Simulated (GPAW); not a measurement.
# GaN (F-43m) in GPAW: a series of runs

One crystal, GaN, is run at these levels: optB88-vdW, BLYP+D3(BJ), PBEint, mBEEF, TPSS; tasks: equation of state, band structure.

Everything below comes from runs of GPAW 26.7.0. Logs are shortened: lines on timing, memory, paths and dates and some standing lists are left out, and cuts for length are marked. The log counts tension as positive stress, the text compression.

**Measured values to compare with.**

A printed reference work, textbook reports, for a bulk crystal of GaN at 0 K: band gap 3.299 eV (direct).

How close the calculation comes is told below.

## Step 1: Starting point

The structure is cubic, space group F-43m (No. 216). The conventional cell has a = 4.507 Å, b = 4.507 Å, c = 4.507 Å, α = 90.00°, β = 90.00°, γ = 90.00°. Ga (site symmetry -43m) has 4 N at 1.95 Å as nearest neighbours. N (site symmetry -43m) is surrounded by 4 Ga at 1.95 Å.

The cell is a database's computed one.

## Step 2: Equation of state, optB88-vdW

Contents of run.py:

```python
import spglib
from ase import Atoms
from ase.eos import EquationOfState
from ase.io import Trajectory, read
from ase.units import GPa
from gpaw import GPAW, PW

atoms = read('GaN.cif')
cell, positions, numbers = spglib.find_primitive(
    (atoms.cell[:], atoms.get_scaled_positions(), atoms.numbers), symprec=1e-4)
atoms = Atoms(numbers, cell=cell, scaled_positions=positions, pbc=True)

traj = Trajectory('eos.traj', 'w')
volumes, energies = [], []
for x in [0.94, 0.96, 0.98, 1.0, 1.02, 1.04, 1.06]:
    a = atoms.copy()
    a.set_cell(atoms.cell * x**(1 / 3), scale_atoms=True)
    calc = GPAW(mode=PW(800),
                xc={'name': 'optB88-vdW', 'backend': 'libvdwxc'},
                kpts={'size': (10, 10, 10), 'gamma': True},
                occupations={'name': 'fermi-dirac', 'width': 0.05},
                nbands=11,
                convergence={'density': 1e-05, 'energy': 1e-05},
                maxiter=150,
                legacy_gpaw=True,
                txt=f'eos-{x:.2f}.txt')
    a.calc = calc
    energies.append(a.get_potential_energy(force_consistent=True))
    volumes.append(a.get_volume())
    calc.write(f'eos-{x:.2f}.gpw')
    traj.write(a)
    print(f'{x:.2f} {volumes[-1]:10.4f} A^3 {energies[-1]:14.6f} eV', flush=True)

v0, e0, B = EquationOfState(volumes, energies, eos='birchmurnaghan').fit()
print(f'V0 = {v0:.4f} A^3, E0 = {e0:.6f} eV, B0 = {B / GPa:.2f} GPa')
```

Contents of GaN.cif:

```cif
data_GaN
_cell_length_a 4.50700122
_cell_length_b 4.50700122
_cell_length_c 4.50700122
_cell_angle_alpha 90.00000000
_cell_angle_beta 90.00000000
_cell_angle_gamma 90.00000000
_space_group_name_H-M_alt 'F-43m'
_space_group_name_Hall 'F -4 2 3'
_space_group_IT_number 216
loop_
_space_group_symop_operation_xyz
'x,y,z'
'y,-x,-z'
'-x,-y,z'
'-y,x,-z'
'x,-y,-z'
'y,x,z'
'-x,y,-z'
'-y,-x,z'
'z,x,y'
'-z,y,-x'
'z,-x,-y'
'-z,-y,x'
'-z,x,-y'
'z,y,x'
'-z,-x,y'
'z,-y,-x'
'y,z,x'
'-x,-z,y'
'-y,z,-x'
'x,-z,-y'
'-y,-z,x'
'x,z,y'
'y,-z,-x'
'-x,z,-y'
'x,y+1/2,z+1/2'
'y,-x+1/2,-z+1/2'
'-x,-y+1/2,z+1/2'
'-y,x+1/2,-z+1/2'
'x,-y+1/2,-z+1/2'
'y,x+1/2,z+1/2'
'-x,y+1/2,-z+1/2'
'-y,-x+1/2,z+1/2'
'z,x+1/2,y+1/2'
'-z,y+1/2,-x+1/2'
'z,-x+1/2,-y+1/2'
'-z,-y+1/2,x+1/2'
'-z,x+1/2,-y+1/2'
'z,y+1/2,x+1/2'
'-z,-x+1/2,y+1/2'
'z,-y+1/2,-x+1/2'
'y,z+1/2,x+1/2'
'-x,-z+1/2,y+1/2'
'-y,z+1/2,-x+1/2'
'x,-z+1/2,-y+1/2'
'-y,-z+1/2,x+1/2'
'x,z+1/2,y+1/2'
'y,-z+1/2,-x+1/2'
'-x,z+1/2,-y+1/2'
'x+1/2,y,z+1/2'
'y+1/2,-x,-z+1/2'
'-x+1/2,-y,z+1/2'
'-y+1/2,x,-z+1/2'
'x+1/2,-y,-z+1/2'
'y+1/2,x,z+1/2'
'-x+1/2,y,-z+1/2'
'-y+1/2,-x,z+1/2'
'z+1/2,x,y+1/2'
'-z+1/2,y,-x+1/2'
'z+1/2,-x,-y+1/2'
'-z+1/2,-y,x+1/2'
'-z+1/2,x,-y+1/2'
'z+1/2,y,x+1/2'
'-z+1/2,-x,y+1/2'
'z+1/2,-y,-x+1/2'
'y+1/2,z,x+1/2'
'-x+1/2,-z,y+1/2'
'-y+1/2,z,-x+1/2'
'x+1/2,-z,-y+1/2'
'-y+1/2,-z,x+1/2'
'x+1/2,z,y+1/2'
'y+1/2,-z,-x+1/2'
'-x+1/2,z,-y+1/2'
'x+1/2,y+1/2,z'
'y+1/2,-x+1/2,-z'
'-x+1/2,-y+1/2,z'
'-y+1/2,x+1/2,-z'
'x+1/2,-y+1/2,-z'
'y+1/2,x+1/2,z'
'-x+1/2,y+1/2,-z'
'-y+1/2,-x+1/2,z'
'z+1/2,x+1/2,y'
'-z+1/2,y+1/2,-x'
'z+1/2,-x+1/2,-y'
'-z+1/2,-y+1/2,x'
'-z+1/2,x+1/2,-y'
'z+1/2,y+1/2,x'
'-z+1/2,-x+1/2,y'
'z+1/2,-y+1/2,-x'
'y+1/2,z+1/2,x'
'-x+1/2,-z+1/2,y'
'-y+1/2,z+1/2,-x'
'x+1/2,-z+1/2,-y'
'-y+1/2,-z+1/2,x'
'x+1/2,z+1/2,y'
'y+1/2,-z+1/2,-x'
'-x+1/2,z+1/2,-y'
loop_
_atom_site_label
_atom_site_type_symbol
_atom_site_symmetry_multiplicity
_atom_site_Wyckoff_symbol
_atom_site_fract_x
_atom_site_fract_y
_atom_site_fract_z
_atom_site_occupancy
Ga1 Ga 4 a 0.0000000000 0.0000000000 0.0000000000 1
N1 N 4 d 0.2500000000 0.2500000000 0.7500000000 1
```

Potentials or basis: GPAW PAW data sets (gpaw-data 1.2.1), pw.

Run with:

```
$ OMP_NUM_THREADS=1 python run.py
```

Standard output:

```text
___ ___ ___ _ _ _
 |   |   |_  | | | |
 | | | | | . | | | |
 |__ |  _|___|_____|  26.7.0
 |___|_|

Input parameters:
  convergence: {density: 1e-05,
                energy: 1e-05}
  kpts: {gamma: True,
         size: (10, 10, 10)}
  maxiter: 150
  mode: {ecut: 800.0,
         name: pw}
  nbands: 11
  occupations: {name: fermi-dirac,
                width: 0.05}
  xc: {backend: libvdwxc,
       name: optB88-vdW}

System changes: positions, numbers, cell, pbc, initial_charges, initial_magmoms

Initialize ...

species:
  Ga:
    name:    Gallium
    Z:       31.0
    valence: 3
    core:    28
    charge:  0.0  # [|e|]
    compensation charges:
      type: gauss
      rc: 0.37  # [Å]
      lmax: 2
    cutoffs:
      filter: 2.06  # [Å]
      core: 4.17  # [Å]
    projectors
    | kind |    occ | energy [eV] | rcut [Å] |
    |------|--------|-------------|----------|
    |   4s |  2.000 |      -8.945 |    1.164 |
    |   4p |  1.000 |      -2.580 |    1.164 |
    |    s |        |      18.266 |    1.164 |
    |    p |        |      24.631 |    1.164 |
    |    d |        |       0.000 |    1.164 |

    Using partial waves for Ga as LCAO basis

  N:
    name:    Nitrogen
    Z:       7.0
    valence: 5
    core:    2
    charge:  0.0  # [|e|]
    compensation charges:
      type: gauss
      rc: 0.18  # [Å]
      lmax: 2
    cutoffs:
      filter: 1.11  # [Å]
      core: 0.96  # [Å]
    projectors
    | kind |    occ | energy [eV] | rcut [Å] |
    |------|--------|-------------|----------|
    |   2s |  2.000 |     -18.583 |    0.603 |
    |   2p |  3.000 |      -7.089 |    0.529 |
    |    s |        |       8.629 |    0.603 |
    |    p |        |      20.123 |    0.529 |
    |    d |        |       0.000 |    0.577 |

    Using partial waves for N as LCAO basis

Reference energy: -54366.393033  # eV

Spin-paired calculation

Convergence criteria:
 Maximum [total energy] change in last 3 cyles: 1e-05 eV / valence electron
 Maximum integral of absolute [dens]ity change: 1e-05 electrons / valence electron
 Maximum integral of absolute [eigenst]ate change: 4e-08 eV^2 / valence electron
 Maximum number of scf [iter]ations: 150
 (Square brackets indicate name in SCF output, whereas a 'c' in
 the SCF output indicates the quantity has converged.)

Symmetries present (total): 24

  ( 1  0  0)  ( 1  0  0)  ( 1  0 -1)  ( 1  0 -1)  ( 1 -1  0)  ( 1 -1  0)
  ( 0  1  0)  ( 0  0  1)  ( 0  1 -1)  ( 0  0 -1)  ( 0 -1  1)  ( 0 -1  0)
  ( 0  0  1)  ( 0  1  0)  ( 0  0 -1)  ( 0  1 -1)  ( 0 -1  0)  ( 0 -1  1)

  ( 0  1  0)  ( 0  1  0)  ( 0  1 -1)  ( 0  1 -1)  ( 0  0  1)  ( 0  0  1)
  ( 1  0  0)  ( 0  0  1)  ( 1  0 -1)  ( 0  0 -1)  ( 1  0  0)  ( 0  1  0)
  ( 0  0  1)  ( 1  0  0)  ( 0  0 -1)  ( 1  0 -1)  ( 0  1  0)  ( 1  0  0)

  ( 0  0 -1)  ( 0  0 -1)  ( 0 -1  1)  ( 0 -1  1)  ( 0 -1  0)  ( 0 -1  0)
  ( 1  0 -1)  ( 0  1 -1)  ( 1 -1  0)  ( 0 -1  0)  ( 1 -1  0)  ( 0 -1  1)
  ( 0  1 -1)  ( 1  0 -1)  ( 0 -1  0)  ( 1 -1  0)  ( 0 -1  1)  ( 1 -1  0)

  (-1  1  0)  (-1  1  0)  (-1  0  1)  (-1  0  1)  (-1  0  0)  (-1  0  0)
  (-1  0  1)  (-1  0  0)  (-1  1  0)  (-1  0  0)  (-1  1  0)  (-1  0  1)
  (-1  0  0)  (-1  0  1)  (-1  0  0)  (-1  1  0)  (-1  0  1)  (-1  1  0)

1000 k-points: 10 x 10 x 10 Monkhorst-Pack grid + [1/20,1/20,1/20]
47 k-points in the irreducible part of the Brillouin zone
       k-points in crystal coordinates                weights
   0:     0.00000000    0.00000000    0.00000000          1/1000
   1:     0.10000000    0.10000000    0.00000000          6/1000
   2:     0.10000000    0.10000000    0.10000000          8/1000
   3:     0.20000000    0.10000000    0.10000000         12/1000
   4:     0.20000000    0.20000000    0.00000000          6/1000
   5:     0.20000000    0.20000000    0.10000000         24/1000
   6:     0.20000000    0.20000000    0.20000000          8/1000
   7:     0.30000000    0.20000000    0.10000000         24/1000
   8:     0.30000000    0.20000000    0.20000000         24/1000
   9:     0.30000000    0.30000000    0.00000000          6/1000
          ...
  46:     0.50000000    0.50000000    0.50000000          4/1000

Wave functions: Plane wave expansion
  Cutoff energy: 800.000 eV
  Number of coefficients (min, max): 1067, 1117
  Pulay-stress correction: 0.000000 eV/Ang^3 (de/decut=0.000000)
  Using FFTW library
  ScaLapack parameters: grid=1x1, blocksize=None
  Wavefunction extrapolation:
    Improved wavefunction reuse through dual PAW basis

Occupation numbers: Fermi-Dirac:
  width: 0.0500  # eV

Eigensolver
   Davidson(niter=2)

Densities:
  Coarse grid: 21*21*21 grid
  Fine grid: 42*42*42 grid
  Total Charge: 0.000000

Density mixing:
  Method: separate
  Backend: msr1
  Linear mixing parameter: 0.05
  old densities: 10
  Width of damping distribution: 1.1
  Damping of long wavelength oscillations: 20

Hamiltonian:
  XC and Coulomb potentials evaluated on a 42*42*42 grid
  Using the optB88 Exchange-Correlation functional
  External potential:
    NoExternalPotential

XC parameters: optB88 with libvdwxc
  Mode: serial
  Semilocal: GGA_X_OPTB88_VDW+LDA_C_PW with 2 nearest neighbor stencil
  Corresponding non-local functional: vdW-DF
  Local blocksize: 42 x 42 x 42
  PAW datasets: PBE

Number of atoms: 2
Number of atomic orbitals: 8
Number of bands in calculation: 11
Number of valence electrons: 8
Bands to converge: occupied

... initialized

Initializing position-dependent things.

Density initialized from atomic densities
Creating initial wave functions:
  8 bands from LCAO basis set
  3 bands from random numbers

                 N

       Ga

Atomic positions and initial magnetic moments

Positions:
   0 Ga     0.000000    0.000000    0.000000    ( 0.0000,  0.0000,  0.0000)
   1 N      3.311247    3.311247    3.311247    ( 0.0000,  0.0000,  0.0000)

Unit cell:
           periodic     x           y           z      points  spacing
  1. axis:    yes    0.000000    2.207498    2.207498    21     0.1214
  2. axis:    yes    2.207498    0.000000    2.207498    21     0.1214
  3. axis:    yes    2.207498    2.207498    0.000000    21     0.1214

  Lengths:   3.121873   3.121873   3.121873
  Angles:   60.000000  60.000000  60.000000

Effective grid spacing dv^(1/3) = 0.1324

iter:   1   -38.826465
iter:   2   -38.254993   -2.09  -0.54
iter:   3   -36.665837   -0.63  -0.60
iter:   4   -36.657374   -2.62  -1.23
iter:   5   -36.653936   -2.67  -1.42
iter:   6   -36.652743   -3.94  -2.24
iter:   7   -36.652733   -4.88  -2.84
iter:   8   -36.652725c  -6.24  -3.29
iter:   9   -36.652725c  -7.15  -4.13
iter:  10   -36.652725c  -8.18c -4.48
iter:  11   -36.652725c  -9.12c -5.45c

Converged after 11 iterations.

Dipole moment: (1.189101, 1.189101, 1.189101) |e|*Ang

Energy contributions relative to reference atoms: (reference = -54366.393033)

Kinetic:        +48.521253
Potential:      -42.210680
External:        +0.000000
XC:             -43.111352
Entropy (-ST):   -0.000000
Local:           +0.148053
SIC:             +0.000000
--------------------------
Free energy:    -36.652725
Extrapolated:   -36.652725

Non-local optB88 correlation energy: 1.148758
Semilocal GGA_X_OPTB88_VDW+LDA_C_PW energy: -120.133037
(Not including atomic contributions)
Showing only first 2 kpts
 Kpt  Band  Eigenvalues  Occupancy
  0     2      7.01074    2.00000
  0     3      7.01077    2.00000
  0     4      9.37882    0.00000
  0     5     17.85569    0.00000

  1     2      6.66921    2.00000
  1     3      6.66923    2.00000
  1     4     10.42151    0.00000
  1     5     17.02003    0.00000

Fermi level: 7.99497

Gap: 2.368 eV
Transition (v -> c):
  (s=0, k=0, n=3, [0.00, 0.00, 0.00]) -> (s=0, k=0, n=4, [0.00, 0.00, 0.00])
No difference between direct/indirect transitions
Writing to eos-0.94.gpw (mode='')
```

Run time: 98 s. Hardware: 1 thread of Arm Neoverse V1, shared host; peak memory 0.2 GiB.

Results:

```yaml
Equilibrium_volume: "12.15 Å³/atom (rough: see the caveat)"
Bulk_modulus: 179 GPa (rough)
```

Energy against volume, from the lowest point:
```
volume (Å³/atom)  energy (meV/atom)
          10.757             113.87
          10.986              76.20
          11.215              47.23
          11.444              25.92
          11.673              11.47
          11.902               2.74
          12.131               0.00
```

Caveat: the data sets keep Ga 3d, Li 1s and Be 1s frozen, and some such compounds lay over 1.5 % in volume off other programs; the minimum lies outside the volumes run; the PAW data sets were made with another functional, which shifts forces and pressure a little.

## Step 3: Equation of state, BLYP+D3(BJ)

Contents of run.py:

```python
from ase.calculators.mixing import SumCalculator
from ase.eos import EquationOfState
from ase.io import Trajectory, read
from ase.units import GPa
from dftd3.ase import DFTD3
from gpaw import GPAW, PW, setup_paths

setup_paths.insert(0, '.')

atoms = read('GaN.xyz')

traj = Trajectory('eos.traj', 'w')
volumes, energies = [], []
for x in [0.94, 0.96, 0.98, 1.0, 1.02, 1.04, 1.06]:
    a = atoms.copy()
    a.set_cell(atoms.cell * x**(1 / 3), scale_atoms=True)
    calc = GPAW(mode=PW(800),
                xc='BLYP',
                kpts={'size': (10, 10, 10), 'gamma': True},
                occupations={'name': 'fermi-dirac', 'width': 0.05},
                nbands=11,
                convergence={'density': 1e-05, 'energy': 1e-05},
                eigensolver='davidson',
                maxiter=150,
                txt=f'eos-{x:.2f}.txt')
    a.calc = SumCalculator([calc, DFTD3(method='blyp', damping='d3bj')])
    energies.append(a.get_potential_energy())
    volumes.append(a.get_volume())
    p = -a.get_stress()[:3].mean() / GPa
    calc.write(f'eos-{x:.2f}.gpw')
    traj.write(a)
    print(f'{x:.2f} {volumes[-1]:10.4f} A^3 {energies[-1]:14.6f} eV {p:9.3f} GPa', flush=True)

v0, e0, B = EquationOfState(volumes, energies, eos='birchmurnaghan').fit()
print(f'V0 = {v0:.4f} A^3, E0 = {e0:.6f} eV, B0 = {B / GPa:.2f} GPa')
```

Contents of GaN.xyz:

```xyz
2
Lattice="0.0000000000 2.2535006075 2.2535006075 2.2535006075 0.0000000000 2.2535006075 2.2535006075 2.2535006075 0.0000000000" Properties=species:S:1:pos:R:3 pbc="T T T"
Ga     0.0000000000      0.0000000000      0.0000000000
N      1.1267503038      1.1267503038      1.1267503038
```

Potentials or basis: PAW data sets generated in the run's folder for this functional, pw.

Run with:

```
$ gpaw-setup -f BLYP Ga N
$ OMP_NUM_THREADS=1 python run.py
```

It took 95 s on 1 thread of Arm Neoverse V1, shared host; peak memory 0.22 GiB.

The run converged. Its results:

```yaml
Equilibrium_volume: 11.99 Å³/atom
Bulk_modulus: 182 GPa
Pressure_derivative_of_the_bulk_modulus: "4.9 (rough: it moves with the points fitted)"
```

Energy against volume, from the lowest point:
```
volume (Å³/atom)  energy (meV/atom)
          10.757              89.30
          10.986              56.71
          11.215              32.45
          11.444              15.49
          11.673               5.05
          11.902               0.00
          12.131               0.76
```

Caveat: the data sets keep Ga 3d, Li 1s and Be 1s frozen, and some such compounds lay over 1.5 % in volume off other programs.

## Step 4: Equation of state, PBEint

Contents of run.py:

```python
from ase import Atoms
from ase.eos import EquationOfState
from ase.io import Trajectory
from ase.units import GPa
from gpaw import GPAW, PW, setup_paths

setup_paths.insert(0, '.')

atoms = Atoms(['Ga', 'N'],
              cell=[[0.0, 2.2535006075, 2.2535006075],
                    [2.2535006075, 0.0, 2.2535006075],
                    [2.2535006075, 2.2535006075, 0.0]],
              scaled_positions=[[0.0, 0.0, 0.0],
                                [0.25, 0.25, 0.25]],
              pbc=True)

traj = Trajectory('eos.traj', 'w')
volumes, energies = [], []
for x in [0.94, 0.96, 0.98, 1.0, 1.02, 1.04, 1.06]:
    a = atoms.copy()
    a.set_cell(atoms.cell * x**(1 / 3), scale_atoms=True)
    calc = GPAW(mode=PW(800),
                xc='GGA_X_PBEINT+GGA_C_PBEINT',
                kpts={'size': (10, 10, 10), 'gamma': True},
                occupations={'name': 'fermi-dirac', 'width': 0.05},
                nbands=11,
                convergence={'density': 1e-05, 'energy': 1e-05},
                maxiter=150,
                txt=f'eos-{x:.2f}.txt')
    a.calc = calc
    energies.append(a.get_potential_energy(force_consistent=True))
    volumes.append(a.get_volume())
    p = -a.get_stress()[:3].mean() / GPa
    calc.write(f'eos-{x:.2f}.gpw')
    traj.write(a)
    print(f'{x:.2f} {volumes[-1]:10.4f} A^3 {energies[-1]:14.6f} eV {p:9.3f} GPa', flush=True)

v0, e0, B = EquationOfState(volumes, energies, eos='birchmurnaghan').fit()
print(f'V0 = {v0:.4f} A^3, E0 = {e0:.6f} eV, B0 = {B / GPa:.2f} GPa')
```

Run with:

```
$ gpaw-setup -f GGA_X_PBEINT+GGA_C_PBEINT Ga N
$ OMP_NUM_THREADS=1 python run.py
```

Run time: 1.8 min. Hardware: 1 thread of Arm Neoverse V1, shared host; peak memory 0.22 GiB.

Results (log left out):

| Item | Value |
| --- | --- |
| Equilibrium volume | 11.97 Å³/atom |
| Bulk modulus | 193 GPa |
| Pressure derivative of the bulk modulus | 4.7 |

Energy against volume, from the lowest point:
```
volume (Å³/atom)  energy (meV/atom)
          10.757              89.84
          10.986              56.63
          11.215              31.95
          11.444              14.76
          11.673               4.28
          11.902               0.00
          12.131               1.07
```

Caveat: the data sets keep Ga 3d, Li 1s and Be 1s frozen, and some such compounds lay over 1.5 % in volume off other programs.

(Continued in part 2 of 2.)
